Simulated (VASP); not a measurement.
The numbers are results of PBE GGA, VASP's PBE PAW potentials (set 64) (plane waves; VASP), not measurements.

VASP input:

### INCAR
```
ALGO  =  Normal
EDIFF  =  1E-7
ENCUT  =  530
GGA  =  PE
IBRION  =  6
ISIF  =  3
ISMEAR  =  0
LASPH  =  .TRUE.
LCHARG  =  .FALSE.
LMAXMIX  =  4
LREAL  =  .FALSE.
LWAVE  =  .FALSE.
NELM  =  100
NFREE  =  2
NSW  =  1
POTIM  =  0.015
PREC  =  Accurate
SIGMA  =  0.05
SYSTEM  =  ZnTe
```

### KPOINTS
```
Automatic
0
gamma
  7 7 7
```

### POSCAR
```
ZnTe
1
   -0.0000000000     3.0877232078     3.0877232078
    3.0877232078    -0.0000000000     3.0877232078
    3.0877232078     3.0877232078     0.0000000000
Zn Te
1 1
Direct
  0.0000000000   0.0000000000   0.0000000000
  0.2500000000   0.2500000000   0.2500000000
```

POTCAR, in this order: Zn Te (PBE.64 set). Program: vasp_std.

The run wrote:

OSZICAR:
```
...
DAV:   6    -0.518391341824E+01   -0.65135E-05   -0.33204E-05  2870   0.648E-02    0.898E-03
DAV:   7    -0.518391481966E+01   -0.14014E-05   -0.40202E-06  3065   0.278E-02    0.490E-03
DAV:   8    -0.518391522465E+01   -0.40499E-06   -0.60467E-07  2815   0.912E-03    0.198E-03
DAV:   9    -0.518391520733E+01    0.17321E-07   -0.11634E-07  1805   0.393E-03
   9 F= -.51839152E+01 E0= -.51839152E+01  d E =-.640289E-14
       N       E                     dE             d eps       ncg     rms          rms(c)
DAV:   1    -0.521431001450E+01   -0.30395E-01   -0.71370E-01  2885   0.779E+00    0.106E+00
DAV:   2    -0.519697232763E+01    0.17338E-01   -0.28633E-02  2900   0.250E+00    0.595E-01
DAV:   3    -0.518466843346E+01    0.12304E-01   -0.11858E-02  2943   0.174E+00    0.144E-01
DAV:   4    -0.518419539658E+01    0.47304E-03   -0.34619E-03  2910   0.561E-01    0.395E-02
DAV:   5    -0.518398543656E+01    0.20996E-03   -0.32389E-04  3070   0.187E-01    0.209E-02
DAV:   6    -0.518394231614E+01    0.43120E-04   -0.46707E-05  3025   0.739E-02    0.624E-03
DAV:   7    -0.518392567607E+01    0.16640E-04   -0.41600E-06  3050   0.185E-02    0.282E-03
DAV:   8    -0.518391583879E+01    0.98373E-05   -0.11651E-06  2985   0.746E-03    0.892E-04
DAV:   9    -0.518391613523E+01   -0.29644E-06   -0.14135E-07  2108   0.280E-03    0.625E-04
DAV:  10    -0.518391589266E+01    0.24257E-06   -0.11446E-08  1365   0.115E-03    0.149E-04
DAV:  11    -0.518391590712E+01   -0.14463E-07   -0.32025E-09  1350   0.577E-04
  10 F= -.51839159E+01 E0= -.51839159E+01  d E =-.639132E-14
       N       E                     dE             d eps       ncg     rms          rms(c)
DAV:   1    -0.524024507163E+01   -0.56329E-01   -0.81854E-01  2955   0.856E+00    0.160E+00
DAV:   2    -0.520352508888E+01    0.36720E-01   -0.51246E-02  2905   0.323E+00    0.859E-01
DAV:   3    -0.518366198848E+01    0.19863E-01   -0.27419E-02  2960   0.215E+00    0.240E-01
DAV:   4    -0.518391847028E+01   -0.25648E-03   -0.56292E-03  2755   0.709E-01    0.648E-02
DAV:   5    -0.518390691539E+01    0.11555E-04   -0.20303E-04  3145   0.152E-01    0.260E-02
DAV:   6    -0.518391357333E+01   -0.66579E-05   -0.36179E-05  2895   0.688E-02    0.922E-03
DAV:   7    -0.518391487474E+01   -0.13014E-05   -0.35718E-06  3055   0.252E-02    0.461E-03
DAV:   8    -0.518391523892E+01   -0.36418E-06   -0.57672E-07  2835   0.984E-03    0.175E-03
DAV:   9    -0.518391523093E+01    0.79988E-08   -0.89476E-08  1665   0.352E-03
  11 F= -.51839152E+01 E0= -.51839152E+01  d E =-.640130E-14
       N       E                     dE             d eps       ncg     rms          rms(c)
DAV:   1    -0.521177116012E+01   -0.27856E-01   -0.69422E-01  3040   0.770E+00    0.107E+00
DAV:   2    -0.519528095792E+01    0.16490E-01   -0.28190E-02  2860   0.254E+00    0.595E-01
DAV:   3    -0.518423092531E+01    0.11050E-01   -0.11591E-02  2983   0.168E+00    0.146E-01
DAV:   4    -0.518400606628E+01    0.22486E-03   -0.32378E-03  2880   0.533E-01    0.395E-02
DAV:   5    -0.518392951499E+01    0.76551E-04   -0.32317E-04  3070   0.175E-01    0.200E-02
DAV:   6    -0.518392253653E+01    0.69785E-05   -0.41969E-05  3040   0.600E-02    0.725E-03
DAV:   7    -0.518391789698E+01    0.46396E-05   -0.49386E-06  3090   0.248E-02    0.210E-03
DAV:   8    -0.518391642108E+01    0.14759E-05   -0.98381E-07  3025   0.827E-03    0.944E-04
DAV:   9    -0.518391622092E+01    0.20017E-06   -0.99042E-08  1488   0.250E-03    0.343E-04
DAV:  10    -0.518391600639E+01    0.21453E-06   -0.16545E-08  1365   0.142E-03    0.255E-04
DAV:  11    -0.518391598796E+01    0.18421E-07   -0.41694E-09  1345   0.664E-04
  12 F= -.51839160E+01 E0= -.51839160E+01  d E =-.639415E-14
       N       E                     dE             d eps       ncg     rms          rms(c)
DAV:   1    -0.524048045328E+01   -0.56564E-01   -0.78534E-01  3000   0.843E+00    0.160E+00
DAV:   2    -0.520353160028E+01    0.36949E-01   -0.48973E-02  2895   0.316E+00    0.859E-01
DAV:   3    -0.518368658433E+01    0.19845E-01   -0.27399E-02  2990   0.215E+00    0.241E-01
DAV:   4    -0.518391835785E+01   -0.23177E-03   -0.54454E-03  2790   0.693E-01    0.647E-02
DAV:   5    -0.518390701937E+01    0.11338E-04   -0.20291E-04  3095   0.147E-01    0.282E-02
DAV:   6    -0.518391343634E+01   -0.64170E-05   -0.33772E-05  2935   0.674E-02    0.933E-03
DAV:   7    -0.518391482639E+01   -0.13901E-05   -0.40232E-06  3090   0.273E-02    0.497E-03
DAV:   8    -0.518391524816E+01   -0.42177E-06   -0.60463E-07  2805   0.869E-03    0.189E-03
DAV:   9    -0.518391523210E+01    0.16060E-07   -0.10987E-07  1810   0.376E-03
  13 F= -.51839152E+01 E0= -.51839152E+01  d E =-.640322E-14
       N       E                     dE             d eps       ncg     rms          rms(c)
DAV:   1    -0.520013642812E+01   -0.16221E-01   -0.14215E+00  1984   0.103E+01    0.670E-01
DAV:   2    -0.519242575023E+01    0.77107E-02   -0.16499E-02  1804   0.204E+00    0.413E-01
DAV:   3    -0.518511696342E+01    0.73088E-02   -0.75692E-03  1950   0.153E+00    0.335E-02
DAV:   4    -0.518519864916E+01   -0.81686E-04   -0.20349E-03  1814   0.468E-01    0.203E-02
DAV:   5    -0.518511276782E+01    0.85881E-04   -0.69431E-05  2039   0.879E-02    0.711E-03
DAV:   6    -0.518509305877E+01    0.19709E-04   -0.20335E-05  1944   0.550E-02    0.349E-03
DAV:   7    -0.518509137025E+01    0.16885E-05   -0.12856E-06  1894   0.104E-02    0.125E-03
DAV:   8    -0.518509165873E+01   -0.28847E-06   -0.10550E-07   932   0.640E-03    0.267E-04
DAV:   9    -0.518509183295E+01   -0.17422E-06   -0.17981E-08   892   0.133E-03    0.191E-04
DAV:  10    -0.518509190080E+01   -0.67849E-07   -0.36311E-09   867   0.557E-04
  14 F= -.51850919E+01 E0= -.51850919E+01  d E =-.392944E-15
       N       E                     dE             d eps       ncg     rms          rms(c)
DAV:   1    -0.518433071338E+01    0.76112E-03   -0.29488E+00  1724   0.134E+01    0.163E-01
DAV:   2    -0.518508569076E+01   -0.75498E-03   -0.75357E-03  1994   0.918E-01    0.701E-02
DAV:   3    -0.518508781252E+01   -0.21218E-05   -0.13560E-04  1984   0.228E-01    0.326E-02
DAV:   4    -0.518509088230E+01   -0.30698E-05   -0.19178E-05  1889   0.577E-02    0.909E-03
DAV:   5    -0.518509190118E+01   -0.10189E-05   -0.30532E-06  1868   0.252E-02    0.339E-03
DAV:   6    -0.518509208370E+01   -0.18252E-06   -0.43612E-07  1824   0.618E-03    0.182E-03
DAV:   7    -0.518509211958E+01   -0.35883E-07   -0.44262E-08  1167   0.165E-03
  15 F= -.51850921E+01 E0= -.51850921E+01  d E =-.391017E-15
       N       E                     dE             d eps       ncg     rms          rms(c)
DAV:   1    -0.518445538868E+01    0.63670E-03   -0.12212E+00  1674   0.909E+00    0.783E-02
DAV:   2    -0.518510911412E+01   -0.65373E-03   -0.67426E-03  1874   0.800E-01    0.444E-02
DAV:   3    -0.518510306747E+01    0.60467E-05   -0.77912E-05  1982   0.131E-01    0.238E-02
DAV:   4    -0.518510218179E+01    0.88568E-06   -0.18539E-05  1869   0.365E-02    0.636E-03
DAV:   5    -0.518510272636E+01   -0.54457E-06   -0.24686E-06  1849   0.143E-02    0.407E-03
DAV:   6    -0.518510273375E+01   -0.73862E-08   -0.80610E-08  1137   0.345E-03
  16 F= -.51851027E+01 E0= -.51851027E+01  d E =-.391316E-15
       N       E                     dE             d eps       ncg     rms          rms(c)
DAV:   1    -0.518430830415E+01    0.79442E-03   -0.27230E-01  1674   0.250E+00    0.170E-01
DAV:   2    -0.518511919991E+01   -0.81090E-03   -0.88925E-03  1819   0.670E-01    0.714E-02
DAV:   3    -0.518510118913E+01    0.18011E-04   -0.13156E-04  1964   0.111E-01    0.311E-02
DAV:   4    -0.518510194881E+01   -0.75968E-06   -0.19947E-05  1849   0.427E-02    0.696E-03
DAV:   5    -0.518510241205E+01   -0.46324E-06   -0.28856E-06  1799   0.202E-02    0.633E-03
DAV:   6    -0.518510246512E+01   -0.53072E-07   -0.17316E-07  1681   0.474E-03
  17 F= -.51851025E+01 E0= -.51851025E+01  d E =-.391085E-15
```

**OUTCAR**
```
------------------------ aborting loop because EDIFF is reached ----------------------------------------
  FORCE on cell =-STRESS in cart. coord.  units (eV):
  Direction    XX          YY          ZZ          XY          YZ          ZX
  --------------------------------------------------------------------------------------
  Total        0.0610303      0.0622362      0.0622362      0.0000000      0.0663582      0.0000000
  in kB        1.6607766      1.6935902      1.6935902      0.0000000      1.8057609      0.0000000
  external PRESSURE =       1.6826523 kB  Pullay stress =       0.0000000 kB
  volume of cell :       58.88
      direct lattice vectors                 reciprocal lattice vectors
     0.000000000  3.087723208  3.087723208    -0.161931613  0.161931613  0.161931613
     3.087723208  0.000000000  3.087723208     0.161931613 -0.161931613  0.161931613
     3.087723208  3.087723208  0.000000000     0.161931613  0.161931613 -0.161931613
 POSITION                                       TOTAL-FORCE (eV/Angst)
 -----------------------------------------------------------------------------------
      0.00000      0.00000      0.00000        -0.068658      0.000000      0.000000
      1.52886      1.54386      1.54386         0.068658     -0.000000     -0.000000
 -----------------------------------------------------------------------------------
    total drift:                                0.000144     -0.000000     -0.000000
  FREE ENERGIE OF THE ION-ELECTRON SYSTEM (eV)
  ---------------------------------------------------
  free  energy   TOTEN  =        -5.1851024651 eV

  energy  without entropy=       -5.1851024651  energy(sigma->0) =       -5.18510247

   1 f  =    5.103273 THz    32.064811 2PiTHz  170.226868 cm-1    21.105432 meV
             X         Y         Z           dx          dy          dz
      0.000000  0.000000  0.000000    -0.027500   -0.043188   -0.812962
      1.543862  1.543862  1.543862     0.019583    0.030754    0.578914

   2 f  =    5.103273 THz    32.064811 2PiTHz  170.226868 cm-1    21.105432 meV
             X         Y         Z           dx          dy          dz
      0.000000  0.000000  0.000000     0.109011    0.805906   -0.046500
      1.543862  1.543862  1.543862    -0.077627   -0.573889    0.033113

   3 f  =    5.103273 THz    32.064811 2PiTHz  170.226868 cm-1    21.105432 meV
             X         Y         Z           dx          dy          dz
      0.000000  0.000000  0.000000    -0.806777    0.110365    0.021428
      1.543862  1.543862  1.543862     0.574510   -0.078591   -0.015259

   4 f/i=    0.012708 THz     0.079844 2PiTHz    0.423880 cm-1     0.052554 meV
             X         Y         Z           dx          dy          dz
      0.000000  0.000000  0.000000    -0.054728    0.555785   -0.156775
      1.543862  1.543862  1.543862    -0.076855    0.780483   -0.220157

   5 f/i=    0.012708 THz     0.079844 2PiTHz    0.423880 cm-1     0.052554 meV
             X         Y         Z           dx          dy          dz
      0.000000  0.000000  0.000000     0.577465    0.053524   -0.011838
      1.543862  1.543862  1.543862     0.810928    0.075163   -0.016624

   6 f/i=    0.012708 THz     0.079844 2PiTHz    0.423880 cm-1     0.052554 meV
             X         Y         Z           dx          dy          dz
      0.000000  0.000000  0.000000     0.003123   -0.157190   -0.558348
      1.543862  1.543862  1.543862     0.004386   -0.220740   -0.784081

 ELASTIC MODULI CONTR FROM IONIC RELAXATION (kBar)
 Direction    XX          YY          ZZ          XY          YZ          ZX
 --------------------------------------------------------------------------------
 XX           0.0000      0.0000      0.0000      0.0000      0.0000      0.0000
 YY           0.0000      0.0000      0.0000      0.0000      0.0000      0.0000
 ZZ           0.0000      0.0000      0.0000      0.0000      0.0000      0.0000
 XY           0.0000      0.0000      0.0000   -115.3368      0.0000      0.0000
 YZ           0.0000      0.0000      0.0000      0.0000   -115.3368      0.0000
 ZX           0.0000      0.0000      0.0000      0.0000      0.0000   -115.3368
 --------------------------------------------------------------------------------

 TOTAL ELASTIC MODULI (kBar)
 Direction    XX          YY          ZZ          XY          YZ          ZX
 --------------------------------------------------------------------------------
 XX         641.2947    346.6582    346.6582     -0.0000     -0.0000      0.0000
 YY         346.6582    641.2947    346.6582     -0.0000      0.0000     -0.0000
 ZZ         346.6582    346.6582    641.2947     -0.0000     -0.0000      0.0000
 XY          -0.0000     -0.0000     -0.0000    297.5381      0.0000      0.0000
 YZ          -0.0000      0.0000     -0.0000      0.0000    297.5381      0.0000
 ZX           0.0000     -0.0000      0.0000      0.0000      0.0000    297.5381
 --------------------------------------------------------------------------------
```
(Selected blocks of OUTCAR.)

The compound is ZnTe in the zinc blende structure. It was relaxed first.
